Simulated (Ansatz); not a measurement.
**Ionic part of the dielectric constant of NaF, mode by mode**

Level of theory: DFT PBE, scalar-relativistic, plane waves, PAW in Ansatz 0.2.0. Cutoff 420 eV, 6×8×6 k-points (Γ-centred), fixed occupations. No spin polarisation. Phonons by linear response, acoustic sum rule imposed.

The crystal takes space group Amm2 (No. 38, orthorhombic). The conventional cell has a = 3.279 Å, b = 9.730 Å, c = 5.687 Å, α = 90.00°, β = 90.00°, γ = 90.00°. Na (site symmetry mm2) is surrounded by 4 F at 2.18 to 2.23 Å. Na (site symmetry m) is surrounded by 5 F at 2.23 to 2.37 Å. F (site symmetry mm2) is surrounded by 4 Na at 2.18 to 2.23 Å. F (site symmetry m) is surrounded by 5 Na at 2.23 to 2.37 Å.

The cell was found from a structure generator's guess, not taken from experiment.

The primitive cell has V = 90.71 Å³ and ε∞,zz = 1.772. Each polar mode adds Δε = (4.92064×10⁷/V)·S/ν² along z, with S its oscillator strength in e²/amu, ν in cm⁻¹ and V in Å³.

Question: From these modes, find each Δε and ε0,zz.
```csv
ν (cm⁻¹),S_zz (e²/amu)
183.00,0.00436
204.84,0.02631
220.28,0.00735
222.90,0.04627
230.91,0.05228
241.17,0.00174
251.70,0.04231
264.44,0.01351
291.34,0.00117
303.75,0.09389
```

Answer:
| ν (cm⁻¹) | Δε |
| --- | --- |
| 183.00 | 0.07 |
| 204.84 | 0.34 |
| 220.28 | 0.08 |
| 222.90 | 0.51 |
| 230.91 | 0.53 |
| 241.17 | 0.02 |
| 251.70 | 0.36 |
| 264.44 | 0.10 |
| 291.34 | 0.01 |
| 303.75 | 0.55 |

The sum is 2.57, so ε0,zz = 4.34; the run's tensor has 4.34.

Question: Where do the longitudinal modes lie for a wave vector along z?

Answer: At 183.74, 207.85, 220.55, 226.38, 240.47, 243.38, 261.50, 278.39, 291.56, 399.12 cm⁻¹. The Lyddane–Sachs–Teller product Π(ν_LO/ν_TO)² = 2.45 agrees with ε0/ε∞ = 2.45.
